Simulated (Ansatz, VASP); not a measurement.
# One calculation of Cu, two programs

```xyz
1
Lattice="0.0000 1.8144 1.8144 1.8144 0.0000 1.8144 1.8144 1.8144 0.0000" Properties=species:S:1:pos:R:3 pbc="T T T"
Cu    0.0000    0.0000    0.0000
```

Alike in both runs: functional PBE; k mesh 20 × 20 × 20; occupations gaussian, width 0.1 eV; no spin polarisation.

Ansatz relaxed the structure, and its values are those at the end. VASP's run is a single point on that final structure, the one shown.

|  | VASP | Ansatz |
| --- | --- | --- |
| version | VASP 6.6.1 | Ansatz 0.2.0 |
| potentials or method | VASP PAW PBE potentials, release 64 (Cu) | scalar-relativistic, plane waves, PAW |
| plane-wave cutoff (eV) | 520 | 420 |
| valence electrons in the cell | 11 | 19 |

|  | VASP | Ansatz | Ansatz less VASP |
| --- | --- | --- | --- |
| gap on the k mesh at the Fermi level (eV) | none | none | - |
| pressure (GPa) | 0.7 | 0.0 | -0.67 |

A gap of «none» marks a metal or a gap that the smearing closes. The functional is the same, so the differences come from potentials, cutoffs and numerics. The two sets of potentials don't hold the same shells in valence.
